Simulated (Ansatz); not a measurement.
**Zn: the crystal squeezed far**

An exercise on one series of results from a longer session: the logs are not shown, and one member is left open.

Computed with Ansatz 0.2.0 (DFT PBE, with the methods named in each step, unless a step's input says otherwise).

### The structure to begin with

It takes space group Fm-3m (No. 225, cubic). The conventional cell has a = 3.928 Å, b = 3.928 Å, c = 3.928 Å, α = 90.00°, β = 90.00°, γ = 90.00°. Zn (site symmetry m-3m) has 12 Zn at 2.78 Å as nearest neighbours.

Structure file:

```
Zn
1.0
     0.00000    1.96411    1.96411
     1.96411    0.00000    1.96411
     1.96411    1.96411    0.00000
Zn
1
Direct
  0.00000 0.00000 0.00000
```

Whether this phase is the stable one at these pressures isn't tested.

The first run:

input.yaml reads:

```yaml
crystal:
  lattice:
    - [0.0, 1.9641097993, 1.9641097993]
    - [1.9641097993, 0.0, 1.9641097993]
    - [1.9641097993, 1.9641097993, 0.0]
  atoms:
    - { symbol: Zn, position: [0.0, 0.0, 0.0] }
kpoints:
  mp_grid: { grid: [17, 17, 17] }
scf:
  occupations: { method: fermi_dirac, width: 0.05 }
hamiltonian:
  xc: pbe
  pseudopotentials: { kind: paw }
output:
  forces: true
  stress: true
relax:
  f_tol: 0.005
  max_steps: 40
  cell: {}
```

Launch:

```
$ ansatz run input.yaml --threads 1 --pin off --max-ram 2048MiB --backend cpu --events-out ev --progress --plain --runs-dir out
```

Steps of the session up to this table: Cell relaxed at zero pressure, PAW; Volume scaled by 1, PAW; Volume scaled by 0.9, PAW; Volume scaled by 0.9, PAW (source ansatz); Volume scaled by 0.8, PAW; Volume scaled by 0.7, PAW; Volume scaled by 0.6, PAW; Volume scaled by 0.5, PAW; Volume scaled by 0.4, PAW; Volume scaled by 0.4, PAW (source ansatz).

One table of the session follows, with a row left open; its other results are not shown here.

| method | volume over the first | volume (Å³/atom) | pressure (GPa) |
| --- | --- | --- | --- |
| PAW | 1 | 15.172 | 0.03 |
| PAW | 0.9 | 13.655 | 9.68 |
| PAW | 0.8 | 12.137 | 27.54 |
| PAW | 0.7 | 10.620 | 61.86 |
| PAW | 0.6 | 9.103 | 130.25 |
| PAW | 0.5 | ? | ? |
| PAW | 0.4 | 6.069 | 642.23 |
| PAW (source ansatz) | 0.9 | 13.655 | 9.72 |
| PAW (source ansatz) | 0.4 | 6.069 | 642.73 |

Estimate the missing values for PAW, 0.5.

**Answer.** volume (Å³/atom): 7.586; pressure (GPa): 280.32. In the column «volume (Å³/atom)» it lies between PAW (source ansatz), 0.4 (6.069) and PAW, 0.6 (9.103).
